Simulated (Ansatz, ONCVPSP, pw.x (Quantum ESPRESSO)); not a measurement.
# Equation-of-state test of one ONCV potential (tin)

* Element: Sn
* Generator: ONCVPSP 4.0.1.1 (patched build)
* Type: optimised norm-conserving Vanderbilt (ONCV)
* Functional: PBE
* Relativity: scalar-relativistic
* Frozen core: [Kr] 4d10
* Valence charge: 4
* Reference configuration: 5s1.75 5p2.25
* Partial waves: 5s: rc 2.15 bohr, ncon 4, nbas 8, qcut 2.8 1/bohr, 2 projectors, debl 1.4 Ha; 5p: rc 2.60 bohr, ncon 4, nbas 8, qcut 3.1 1/bohr, 2 projectors, debl 3.7 Ha
* Local potential: polynomial inside 1.40 bohr (lpopt 5, dvloc0 0 Ha)
* Core correction: Teter function, fcfact 3.75, rcfact 1.1

Atomic tests: cutoffs needed: 18 Ha and 36 Ha (the cutoffs (Ha) at which the residual kinetic energy of the hardest occupied pseudo-wave falls to 1 and 0.1 mHa per electron); ghost test: ghosts flagged at negative energy: s at -24.8 eV; GHOST(+) flagged for p at 95.5 eV; a true bound ghost makes a file unfit for plane-wave use; largest excitation error: +28 meV (all-electron minus pseudo) for 5s2 5p0, out of 4 test configurations.

Crystal test: bcc Sn in pw.x 7.5, no spin, 12³ k-points, Fermi–Dirac smearing 0.01 Ry, cutoffs 85/340 Ry. The lattice is a test structure that the element need not adopt, and mesh and smearing are coarse.

pw.x input:

```
&control
  calculation='scf', prefix='x', pseudo_dir='./', outdir='./tmp', tstress=.true., disk_io='low'
/
&system
  ibrav=0, nat=1, ntyp=1, ecutwfc=85, ecutrho=340, nbnd=9,
  occupations='smearing', smearing='fd', degauss=0.01
/
&electrons
  conv_thr=1e-09, mixing_beta=0.4, electron_maxstep=70
/
ATOMIC_SPECIES
Sn 1.0 Sn.UPF
CELL_PARAMETERS angstrom
  -1.90809107 1.90809107 1.90809107
  1.90809107 -1.90809107 1.90809107
  1.90809107 1.90809107 -1.90809107
ATOMIC_POSITIONS crystal
Sn 0.0000 0.0000 0.0000
K_POINTS automatic
12 12 12 0 0 0
```

```bash
pw.x < Sn.scf.in > Sn.scf.out
```

Problem. How does the run end?

Solution. It converges; the pressure is -21.57 GPa against -0.26 GPa from all-electron LAPW. This is a poor potential for the solid. The pseudo pressure rises with volume over the whole range, a mechanical instability. Note: ghosts flagged at negative energy: s at -24.8 eV; GHOST(+) flagged for p at 95.5 eV. A true bound ghost makes a file unfit for plane-wave use. The log shows:

```
     kinetic-energy cutoff     =      85.0000  Ry
     charge density cutoff     =     340.0000  Ry
     scf convergence threshold =      1.0E-09
     Exchange-correlation= PBE
     number of k points=    72  Fermi-Dirac smearing, width (Ry)=  0.0100
     iteration #  1     ecut=    85.00 Ry     beta= 0.40
     total energy              =      -8.54217535 Ry
     estimated scf accuracy    <       5.21813531 Ry
     iteration #  2     ecut=    85.00 Ry     beta= 0.40
     total energy              =      -8.52464148 Ry
     estimated scf accuracy    <       0.25940711 Ry
     iteration #  3     ecut=    85.00 Ry     beta= 0.40
     total energy              =      -8.20373893 Ry
     estimated scf accuracy    <       1.43781825 Ry
     iteration #  4     ecut=    85.00 Ry     beta= 0.40
     total energy              =      -9.01656805 Ry
     estimated scf accuracy    <       2.58363083 Ry
     [... 22 iterations left out ...]
     iteration # 27     ecut=    85.00 Ry     beta= 0.40
     total energy              =      -8.66742022 Ry
     estimated scf accuracy    <       0.00003164 Ry
     iteration # 28     ecut=    85.00 Ry     beta= 0.40
     total energy              =      -8.66742140 Ry
     estimated scf accuracy    <       0.00000006 Ry
     iteration # 29     ecut=    85.00 Ry     beta= 0.40
     total energy              =      -8.66742142 Ry
     estimated scf accuracy    <          9.1E-09 Ry
     iteration # 30     ecut=    85.00 Ry     beta= 0.40
     the Fermi energy is     3.7703 ev
!    total energy              =      -8.66742142 Ry
     estimated scf accuracy    <          1.0E-09 Ry
     smearing contrib. (-TS)   =      -0.01462715 Ry
     The total energy is F=E-TS. E is the sum of the following terms:
     one-electron contribution =       2.15835352 Ry
     hartree contribution      =       1.01476633 Ry
     xc contribution           =      -3.75166888 Ry
     ewald contribution        =      -8.07424525 Ry
     convergence has been achieved in  30 iterations
          total   stress  (Ry/bohr**3)                   (kbar)     P=     -215.75
```
